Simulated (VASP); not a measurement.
# ZnS in VASP: one cell, several levels of theory

What does VASP give for ZnS in the zincblende structure, under -3.0 % biaxial strain in the (111) plane, free along [111], the cell held fixed? Runs: PBE, r2SCAN. The results are then set beside those of Ansatz 0.2.0 for the same cell.

Code: VASP 6.6.1. PAW datasets, plane waves. Calculated at 0 K for a non-magnetic cell.

## 1. The cell

The cell comes from an earlier relaxation with r2SCAN in another program, then strained, with the atoms relaxed again.

Space group R3m (No. 160), trigonal; conventional cell a = 3.696 Å, c = 9.517 Å, 18.76 Å³ an atom. Near Zn stand 4 S at 2.30–2.32 Å; near S stand 4 Zn at 2.30–2.32 Å.

The structure in full:

```cif
data_structure
_symmetry_space_group_name_H-M 'R3m:H'
_symmetry_Int_Tables_number 160
_cell_length_a 3.6957
_cell_length_b 3.6957
_cell_length_c 9.5167
_cell_angle_alpha 90.000
_cell_angle_beta 90.000
_cell_angle_gamma 120.000
_cell_volume 112.57
loop_
_atom_site_label
_atom_site_type_symbol
_atom_site_symmetry_multiplicity
_atom_site_Wyckoff_symbol
_atom_site_fract_x
_atom_site_fract_y
_atom_site_fract_z
_atom_site_occupancy
Zn1 Zn 3 a 0.66667 0.33333 0.33017 1
S1 S 3 a 0.66667 0.33333 0.08650 1
```

## 2. PBE

INCAR reads:

```
ENCUT = 520.000000
SIGMA = 0.020000
EDIFF = 1.00e-07
GGA = PE
PREC = Accurate
IBRION = -1
ISIF = 2
ISMEAR = -1
NBANDS = 16
NELM = 120
NSW = 0
LASPH = .TRUE.
LCHARG = .FALSE.
LWAVE = .FALSE.
LREAL = .FALSE.
```

KPOINTS reads:

```
KPOINTS created by Atomic Simulation Environment
0
Gamma
8 8 8
0 0 0
```

KPOINTS_OPT reads:

```
special points
6
Reciprocal
0.0000000000 0.0000000000 0.0000000000 1
-0.5000000000 -0.5000000000 0.0000000000 1
-0.3750000000 -0.3750000000 0.2500000000 1
-0.3750000000 0.0000000000 0.3750000000 1
0.0000000000 0.0000000000 0.5000000000 1
-0.5000000000 -0.2500000000 0.2500000000 1
```

POSCAR reads:

```
Zn S
 1.0000000000000000
     0.0893056153000000    2.7025688719000001    2.7025688719000001
     2.7025688719000001    0.0893056153000000    2.7025688719000001
     2.7025688719000001    2.7025688719000001    0.0893056153000000
 Zn  S
   1   1
Cartesian
  0.0173784901519031  0.0173784901519031  0.0173784901519031
  1.3562323496230970  1.3562323496230970  1.3562323496230970
```

Potentials: the recommended PBE PAW datasets, 18 valence electrons in the neutral cell.

Launch:

```
$ mpirun -np 1 vasp_std
```

Printed to the terminal (iteration lines stand in OSZICAR):

```text
POSCAR found type information on POSCAR ZnS
 POSCAR found :  2 types and       2 ions
 LDA part: xc-table for (Slater+PW92), standard interpolation
 POSCAR, INCAR and KPOINTS ok, starting setup
 FFT: planning ... GRIDC
 FFT: planning ... GRID_SOFT
 FFT: planning ... GRID
 WAVECAR not read
 entering main loop
 Start KPOINTS_OPT (optional k-point list driver)
k-point batch [1-6\6]
```

OSZICAR:

```text
N       E                     dE             d eps       ncg     rms          rms(c)
DAV:   1     0.893893684787E+02    0.89389E+02   -0.89985E+03  2088   0.138E+03
DAV:   2    -0.150430514366E+01   -0.90894E+02   -0.85149E+02  2344   0.261E+02
DAV:   3    -0.715911128804E+01   -0.56548E+01   -0.56318E+01  2648   0.637E+01
DAV:   4    -0.721725865369E+01   -0.58147E-01   -0.58135E-01  2424   0.669E+00
DAV:   5    -0.721791548044E+01   -0.65683E-03   -0.65681E-03  2704   0.691E-01    0.756E+00
DAV:   6    -0.680527135588E+01    0.41264E+00   -0.74491E-01  3112   0.310E+01    0.584E+00
DAV:   7    -0.678231868230E+01    0.22953E-01   -0.27038E-01  2608   0.483E+00    0.291E+00
DAV:   8    -0.678151094037E+01    0.80774E-03   -0.58749E-03  2664   0.109E+00    0.757E-01
DAV:   9    -0.678166027082E+01   -0.14933E-03   -0.14218E-03  2584   0.293E-01    0.894E-02
DAV:  10    -0.678180073545E+01   -0.14046E-03   -0.18591E-04  2632   0.994E-02    0.359E-02
DAV:  11    -0.678181091219E+01   -0.10177E-04   -0.34650E-05  2456   0.466E-02    0.822E-03
DAV:  12    -0.678181176204E+01   -0.84984E-06   -0.34232E-06  2712   0.145E-02    0.304E-03
DAV:  13    -0.678181186402E+01   -0.10199E-06   -0.25200E-07  2608   0.582E-03    0.154E-03
DAV:  14    -0.678181185501E+01    0.90174E-08   -0.19540E-08  1888   0.271E-03
   1 F= -.67818119E+01 E0= -.67818119E+01  d E =-.182956E-10
       N       E                     dE             ncg
DAV:   1     0.243042359211E+04   -0.33422E+04      200
DAV:   2     0.191897955383E+04   -0.51144E+03      224
DAV:   3     0.188975505301E+04   -0.29225E+02      256
DAV:   4     0.188949255731E+04   -0.26250E+00      216
DAV:   5     0.188948977286E+04   -0.27845E-02      264
DAV:   6     0.188948972714E+04   -0.45720E-04      224
DAV:   7     0.188948972625E+04   -0.89138E-06      264
DAV:   8     0.188948972623E+04   -0.16185E-07      184
```

The lines after F= are the extra pass for the points of KPOINTS_OPT, at fixed density; their E is not a total energy.

From OUTCAR:

```text
k-points           NKPTS =     65   k-points in BZ     NKDIM =     65   number of bands    NBANDS=     16

   NELECT =      18.0000    total number of electrons

   dimension x,y,z NGX =    28 NGY =   28 NGZ =   28
   dimension x,y,z NGXF=    56 NGYF=   56 NGZF=   56

  energy-cutoff  :      520.00
  volume of cell :       37.52
      direct lattice vectors                 reciprocal lattice vectors
     0.089305615  2.702568872  2.702568872    -0.194441529  0.188221794  0.188221794
     2.702568872  0.089305615  2.702568872     0.188221794 -0.194441529  0.188221794
     2.702568872  2.702568872  0.089305615     0.188221794  0.188221794 -0.194441529

 k-points in reciprocal lattice and weights: KPOINTS created by Atomic Simulation Env
   0.00000000  0.00000000  0.00000000       0.002
   0.12500000  0.00000000  0.00000000       0.012
   0.25000000  0.00000000  0.00000000       0.012
   0.37500000  0.00000000  0.00000000       0.012
   0.50000000  0.00000000  0.00000000       0.006
   0.12500000  0.12500000 -0.00000000       0.012
   0.25000000  0.12500000 -0.00000000       0.023
   0.37500000  0.12500000  0.00000000       0.023
[... 57 more k-points ...]

 E-fermi :   3.0721

 k-point     1 :       0.0000    0.0000    0.0000
  band No.  band energies     occupation
      1     -10.9071      2.00000
      2      -3.9903      2.00000
      3      -3.9424      2.00000
      4      -3.9424      2.00000
      5      -3.4044      2.00000
      6      -3.4044      2.00000
      7       2.3749      2.00000
      8       2.6930      2.00000
      9       2.6930      2.00000
     10       4.8616      0.00000
     11       8.5862      0.00000
     12       9.1929      0.00000
     13       9.1929      0.00000
     14      14.4203      0.00000
     15      14.4203      0.00000
     16      14.7578      0.00000

 k-point     2 :       0.1250    0.0000    0.0000
  band No.  band energies     occupation
      1     -10.7756      2.00000
      2      -3.9735      2.00000
      3      -3.9378      2.00000
      4      -3.9210      2.00000
      5      -3.4083      2.00000
      6      -3.4049      2.00000
      7       1.5083      2.00000
      8       2.2563      2.00000
      9       2.5275      2.00000
     10       5.6305      0.00000
     11       8.9190      0.00000
     12       9.0721      0.00000
     13       9.4395      0.00000
     14      13.6709      0.00000
     15      13.8616      0.00000
     16      15.5227      0.00000

 k-point     3 :       0.2500    0.0000    0.0000
  band No.  band energies     occupation
      1     -10.4299      2.00000
      2      -3.9351      2.00000
      3      -3.8837      2.00000
      4      -3.8761      2.00000
      5      -3.4089      2.00000
      6      -3.3966      2.00000
      7      -0.2869      2.00000
      8       1.8951      2.00000
      9       2.1705      2.00000
     10       6.0852      0.00000
     11       9.3006      0.00000
     12       9.7166      0.00000
     13       9.8482      0.00000
     14      13.3129      0.00000
     15      13.8276      0.00000
     16      14.8663      0.00000

 k-point     4 :       0.3750    0.0000    0.0000
  band No.  band energies     occupation
      1     -10.0326      2.00000
      2      -3.8601      2.00000
      3      -3.8437      2.00000
      4      -3.6998      2.00000
      5      -3.3900      2.00000
      6      -3.3707      2.00000
      7      -1.9116      2.00000
      8       1.5838      2.00000
      9       1.8549      2.00000
     10       5.9459      0.00000
     11       9.4053      0.00000
     12       9.5834      0.00000
     13      11.0771      0.00000
     14      14.2766      0.00000
     15      14.6673      0.00000
     16      15.1712      0.00000

 k-point     5 :       0.5000    0.0000    0.0000
  band No.  band energies     occupation
      1      -9.8481      2.00000
      2      -3.8419      2.00000
      3      -3.8347      2.00000
      4      -3.4000      2.00000
      5      -3.3540      2.00000
      6      -3.1671      2.00000
      7      -2.9707      2.00000
      8       1.4636      2.00000
      9       1.7328      2.00000
     10       5.8493      0.00000
     11       9.3287      0.00000
     12       9.4632      0.00000
     13      11.6308      0.00000
     14      14.9897      0.00000
     15      15.5534      0.00000
     16      16.6217      0.00000

 k-point     6 :       0.1250    0.1250   -0.0000
  band No.  band energies     occupation
      1     -10.7367      2.00000
      2      -3.9931      2.00000
      3      -3.9221      2.00000
      4      -3.9016      2.00000
      5      -3.4236      2.00000
      6      -3.3918      2.00000
      7       1.4720      2.00000
      8       2.0543      2.00000
      9       2.2680      2.00000
     10       6.0413      0.00000
     11       8.2519      0.00000
     12       9.5113      0.00000
     13       9.8280      0.00000
     14      12.6874      0.00000
     15      14.6212      0.00000
     16      16.0885      0.00000

 k-point     7 :       0.2500    0.1250   -0.0000
  band No.  band energies     occupation
      1     -10.4656      2.00000
      2      -3.9869      2.00000
      3      -3.8698      2.00000
      4      -3.8524      2.00000
      5      -3.4327      2.00000
      6      -3.3805      2.00000
      7       0.2104      2.00000
      8       1.5705      2.00000
      9       1.9060      2.00000
     10       6.6811      0.00000
     11       8.3217      0.00000
     12      10.0203      0.00000
     13      10.1761      0.00000
     14      12.3878      0.00000
     15      14.5308      0.00000
     16      16.4984      0.00000

 k-point     8 :       0.3750    0.1250    0.0000
  band No.  band energies     occupation
      1     -10.0803      2.00000
      2      -3.8992      2.00000
      3      -3.8199      2.00000
      4      -3.7599      2.00000
      5      -3.4080      2.00000
      6      -3.3635      2.00000
      7      -1.3494      2.00000
      8       1.2295      2.00000
      9       1.4601      2.00000
     10       6.6483      0.00000
     11       8.9598      0.00000
     12      10.1800      0.00000
     13      10.4491      0.00000
     14      13.5870      0.00000
     15      15.2693      0.00000
     16      15.8780      0.00000

[... the tables of k-points 9 to 65 left out ...]

  Total        1.4038414      1.4038414      1.4038414     -0.3919411     -0.3919411     -0.3919411
  in kB       59.9430186     59.9430186     59.9430186    -16.7356010    -16.7356010    -16.7356010
  external PRESSURE =      59.9430186 kB  Pullay stress =       0.0000000 kB

 POSITION                                       TOTAL-FORCE (eV/Angst)
 -----------------------------------------------------------------------------------
      0.01738      0.01738      0.01738         0.009809      0.009809      0.009809
      1.35623      1.35623      1.35623        -0.009809     -0.009809     -0.009809
 -----------------------------------------------------------------------------------
    total drift:                               -0.000078     -0.000078     -0.000078

  FREE ENERGIE OF THE ION-ELECTRON SYSTEM (eV)
  ---------------------------------------------------
  free  energy   TOTEN  =        -6.7818118550 eV

  energy  without entropy=       -6.7818118550  energy(sigma->0) =       -6.78181185
```

Hardware: 1 MPI rank of Intel Xeon Platinum 8488C, shared host.

The levels at the points of KPOINTS_OPT are read from vasprun.xml.

Band energies at the special points (eV, zero at the top of v, the last band that the electrons fill by count):

| point | v−1 | v | c | c+1 |
| --- | --- | --- | --- | --- |
| Γ | 0.00 | 0.00 | 2.17 | 5.89 |
| X | -2.68 | -2.31 | 3.08 | 4.06 |
| U | -3.53 | -1.89 | 4.22 | 5.66 |
| K | -3.37 | -2.21 | 3.71 | 6.26 |
| L | -1.23 | -0.96 | 3.16 | 6.64 |
| W | -3.15 | -2.95 | 5.47 | 6.20 |

Gap with PBE: 2.17 eV, direct (Γ). The pressure is 5.99 GPa, and the largest force is 0.017 eV/Å, on atom 1 (Zn).

(Part 1 of 2 ends here.)
